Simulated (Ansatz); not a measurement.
Program: Ansatz. Geometries: PBE0-D4/def2-TZVP. ΔE: electronic, gas phase. CBS: MP2 limit from def2 TZ/QZ plus the TZ coupled-cluster correction, frozen cores. This one scheme is used for every species. DFT in def2-TZVPP. B3LYP here is the variant with VWN-RPA as its local correlation; programs differ in this. Each species was taken in one conformer, which may not be the lowest.

Reaction (formal exchange of groups at the Si–C bond): `OC[SiH](O)[SiH3]` + `BOCO` → `BO[SiH](O)[SiH3]` + `OCCO`

```csv
level,ΔE (kcal/mol),difference from CCSD(T)/CBS
r2SCAN-D4,-34.4,2.1
PBE0-D4,-33.4,3.1
ωB97X-V,-34.9,1.6
ωB97M-V,-35.3,1.2
B2PLYP,-35.6,0.9
r2SCAN,-34.4,2.1
PBE0,-33.2,3.3
B3LYP,-34.3,2.2
HF/def2-TZVPP,-39.1,-2.6
MP2/def2-TZVPP,-37.3,-0.8
SCS-MP2/def2-TZVPP,-37.2,-0.7
HF/def2-QZVPP,-39.4,-2.9
MP2/def2-QZVPP,-37.7,-1.2
HF/CBS(def2),-39.4,-2.9
MP2/CBS(def2),-37.8,-1.3
CCSD/CBS(def2),-37.2,-0.7
CCSD(T)/CBS,-36.5,0
```

Largest T1 diagnostic among the species: 0.014.

From PBE to PBE0 (25 % exact exchange), in def2-TZVPP and without D4, ΔE moves by −2.4 kcal/mol. In def2-TZVPP, CCSD(T) changes the Hartree–Fock value by +3.1 kcal/mol (the triples alone add +0.7 kcal/mol) and MP2 by +1.8 kcal/mol.

CCSD(T)/CBS has its own doubt, a few kJ/mol and more with outer-core shells, so smaller differences from it don't rank the levels.
